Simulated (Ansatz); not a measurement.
input.yaml

```yaml
crystal:
  lattice:
    - [-1.669166109, 1.8588734207, 2.2146203248]
    - [1.669166109, -1.8588734207, 2.2146203248]
    - [1.669166109, 1.8588734207, -2.2146203248]
  atoms:
    - { symbol: Sn, position: [0.0, 0.0, 0.0] }
basis:
  ecutwfc: 420
kpoints:
  mp_grid: { grid: [16, 16, 16] }
hamiltonian:
  xc: pbesol
scf:
  occupations: { method: gaussian, width: 0.1 }
output:
  forces: true
  stress: true
  eigenvalues: true
```

Launched with
```bash
ansatz run input.yaml --threads 1 --pin off --max-ram 1331MiB --backend cpu --events-out ev --progress --plain --runs-dir out
```

Theory: DFT PBEsol, scalar-relativistic, plane waves, PAW (Ansatz).

Abridged output (final results; tables in files aren't shown):

```
SCF 1 converged in 6 iterations: F = -5949.744293 eV  dr2 = 1.01e-8
SCF converged after 6 iterations
Free energy (F): -5949.744293 eV
Harris-Foulkes:  -5949.744293 eV  (|F-HF|=1.30e-8)
Internal energy: -5949.741666 eV  (E = F + TS)
E sigma→0 (E₀):  -5949.742979 eV
Entropy (-TS):   -0.002627 eV (-2.627 meV/atom)
Fermi energy:    10.564005 eV
--- Per-component energies (eV) ---
  E_band       = -84.374965
  E_kinetic    = 186.223712
  E_local      = -835.437503  (includes V_loc(G=0)·N_el)
  E_nonlocal   = -30.939641
  E_hartree    = 522.403147
  E_xc         = -379.643798
  E_vxc        = -97.240804  (∫ρ·V_xc dr)
  E_paw        = -4063.303017  (= ΣΔE_a)
  E_vpaw       = -351.791644  (= ΣTr[D̂ρ^β])
  E_aug_tail   =  0.000000  (compensation charges beyond the density's cutoff)
  E_ewald      = -1349.329405
  E_core_change = 0.284840  (= ΣΔE_core)
  E_smearing   = -0.002627  (= −TS)
--- Forces (eV/Å), atoms counted from 1 ---
  atom   1  Sn     0.00000000     0.00000000     0.00000000
--- Stress (GPa, compression-positive) ---
       -0.780886       0.000000       0.000000
        0.000000      -2.347421       0.000000
        0.000000       0.000000      -2.346316
  P = ⅓ Tr σ = -1.8249 GPa (-18.249 kbar)
--- Band table (eV; the first three rows and the last of 621) ---
  k-point 0: bands = ["-10.9380", "-10.8853", "-10.8746", "-10.8533", "-10.7784", "-0.5001", "17.3304", "17.6597", "19.3191", "21.1211", "21.8117"]
  k-point 1: bands = ["-10.9348", "-10.8837", "-10.8698", "-10.8538", "-10.7793", "-0.4012", "16.9988", "17.2220", "18.7730", "20.8925", "21.9122"]
  k-point 2: bands = ["-10.9317", "-10.8733", "-10.8615", "-10.8511", "-10.7809", "-0.1043", "16.2172", "16.3324", "17.5012", "19.9093", "21.1699"]
  k-point 620: bands = ["-10.9786", "-10.9215", "-10.7479", "-10.7197", "-10.7124", "6.6289", "7.7914", "10.5305", "12.9474", "14.2452", "16.5131"]
```

The calculation finished and met its thresholds.